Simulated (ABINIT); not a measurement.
The system is LiF (Griceite).

```
CELL_PARAMETERS angstrom
0.00000 2.01400 2.01400
2.01400 0.00000 2.01400
2.01400 2.01400 0.00000
ATOMIC_POSITIONS crystal
F 0.50000 0.50000 0.50000
Li 0.00000 0.00000 0.00000
```

Base run:

* Program: ABINIT 10.8.3 (patched build)
* Functional: PBE0
* Potentials or basis: PseudoDojo NC SR PBE v0.4.1 standard
* Cutoff: 980 eV
* k mesh: 8 × 8 × 8
* Occupations: fermi-dirac, width 0.05 eV
* Spin: no spin polarisation

Its results: band gap on the k mesh 12.14 eV, direct.

**Question.** The run is repeated on the same cell with these changes: functional from PBE0 to B3LYP; potentials or basis from PseudoDojo NC SR PBE v0.4.1 standard to SPMS NC PBE v1.0; cutoff from 980 eV to 789 eV. What comes out?

**Answer.** Band gap on the k mesh 11.78 eV, direct.

A k mesh can miss the band edges.

Not every run made on this cell is shown here.
